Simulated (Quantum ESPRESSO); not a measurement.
## Pr under changes of volume

One of the cells (36.905 Å³/atom); the others are scaled copies at fixed shape and fractional positions:

```
Pr
1.0
    -2.09737    2.09737    2.09737
     2.09737   -2.09737    2.09737
     2.09737    2.09737   -2.09737
Pr
1
Cartesian
  0.0000 0.0000 0.0000
```

This isn't the form of Pr at room conditions, which is double hcp.

| Property | Result |
| --- | --- |
| Program | Quantum ESPRESSO 7.5 |
| Functional | rev-vdW-DF2 |
| Potentials or basis | SSSP 1.3 efficiency PBE |
| Cutoff | 748 eV |
| Density cutoff | 5987 eV |
| k mesh | 9 × 9 × 9 |
| Occupations | fermi-dirac, width 0.05 eV |
| Spin | collinear spin, ferromagnetic start |
| Starting moments | [2.0] μB |

| volume (Å³/atom) | energy over the lowest point (meV/atom) | pressure (GPa) | moment (μB per cell) |
| --- | --- | --- | --- |
| 34.691 | 0.00 | -4.4 | 2.99 |
| 35.429 | 22.30 | -4.6 | 2.99 |
| 36.167 | 45.64 | -4.8 | 3.00 |
| 36.905 | 69.93 | -5.0 | 3.01 |
| 37.643 | 95.09 | -5.2 | 3.01 |
| 38.381 | 121.02 | -5.4 | 3.02 |
| 39.119 | ? | ? | ? |

Task: What does the run at 39.119 Å³/atom give?

Result: Energy over the lowest point 147.67 meV/atom; pressure -5.5 GPa; moment 3.02 μB per cell.

Worked out: A Birch-Murnaghan fit of order 3 (a polynomial in V^(-2/3)) to the other rows has no minimum within the range. It gives 147.66 meV/atom at 39.119 Å³/atom, against the run's 147.67, and -dE/dV = -5.9 GPa, against -5.5. A straight line through the other rows of the moment, of slope 0.00852 μB per Å³/atom, extrapolates to 3.03 μB, against the run's 3.02.

Energies are extrapolated to zero smearing.

Caveats: the potentials were made for another functional, which shifts forces and pressure; the magnetic or orbital state may not be the lowest.
